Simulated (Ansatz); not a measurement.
A (111) slab of SnS₂ (P-3m1 (No. 164)), 21 planes, outer planes S (top) and S (bottom), with 21 atoms (Sn7S14) in a surface cell of A = 40.020 Å², as cut from the bulk:

```yaml
crystal:
  lattice:
    - [6.32426, 0.00000, 0.00000]
    - [-3.16213, 6.32800, 0.00000]
    - [0.00000, 0.00000, 26.33856]
  atoms:
    - { symbol: S, position: [0.01355, 0.69377, 0.28475] }
    - { symbol: Sn, position: [0.45838, 0.91676, 0.30090] }
    - { symbol: S, position: [0.90321, 0.13976, 0.31704] }
    - { symbol: S, position: [0.47193, 0.61053, 0.35112] }
    - { symbol: Sn, position: [0.91676, 0.83353, 0.36726] }
    - { symbol: S, position: [0.36160, 0.05653, 0.38341] }
    - { symbol: S, position: [0.93032, 0.52730, 0.41749] }
    - { symbol: Sn, position: [0.37515, 0.75029, 0.43363] }
    - { symbol: S, position: [0.81998, 0.97329, 0.44978] }
    - { symbol: S, position: [0.38870, 0.44406, 0.48386] }
    - { symbol: Sn, position: [0.83353, 0.66706, 0.50000] }
    - { symbol: S, position: [0.27836, 0.89006, 0.51614] }
    - { symbol: S, position: [0.84708, 0.36083, 0.55022] }
    - { symbol: Sn, position: [0.29191, 0.58382, 0.56637] }
    - { symbol: S, position: [0.73674, 0.80682, 0.58251] }
    - { symbol: S, position: [0.30546, 0.27759, 0.61659] }
    - { symbol: Sn, position: [0.75029, 0.50059, 0.63274] }
    - { symbol: S, position: [0.19513, 0.72359, 0.64888] }
    - { symbol: S, position: [0.76385, 0.19436, 0.68296] }
    - { symbol: Sn, position: [0.20868, 0.41735, 0.69910] }
    - { symbol: S, position: [0.65351, 0.64035, 0.71525] }
```

Level of theory: DFT PBEsol, scalar-relativistic, plane waves, PAW in Ansatz 0.2.0. Plane waves to 420 eV, a k mesh through Γ of 5×4×1 on the computed 21-atom cell and Gaussian smearing (0.05 eV); no spin polarisation.

Against the same 21 atoms in the bulk, the slab as cut lies 4.218 eV higher and the relaxed slab 2.674 eV higher.

(1) Work out the surface energy before and after relaxation.

(2) What is the ideal work of this cut, per area?

## Answers

(1) The slab has two faces, so γ = (E_slab − N·E_bulk)/(2A), the mean of both. As cut: 4.218/(2 × 40.020) = 0.0527 eV/Å², and 1 eV/Å² = 16.02 J/m², so γ = 0.84 J/m². Relaxed: 2.674/(2 × 40.020) = 0.0334 eV/Å² = 0.54 J/m². Relaxation recovers 37 % of the cost of cutting.

(2) Griffith's ideal work is 2γ: 1.69 J/m² if the new faces stay rigid, 1.07 J/m² if they relax. Other cuts parallel to this plane can cost less. One thickness was run, 21 planes, so γ can still shift with it.

Relaxation lowers the surface energy from 0.84 to 0.54 J/m², a large share for a face that is stoichiometric and has no net dipole across its S–Sn–S repeat. The cost comes mainly from the bonding within the layers. SnS₂ is held together by strong, polar-covalent Sn–S bonds inside each sheet and only weak forces between sheets, and this plane runs obliquely through the sheets, leaving edges with undercoordinated Sn and S. Such edge atoms can probably shift to strengthen their remaining bonds, helped by the soft interlayer gaps, which would explain the large energy gain.

The face should therefore not be taken for the natural cleavage plane: the basal plane, which breaks no Sn–S bonds, is well known to part far more easily. Because the cut also separates atoms across interlayer gaps, a semilocal functional without a dispersion term probably underestimates that smaller part of the work. The energies alone do not show whether the relaxed edges merely shift or form new bonds.
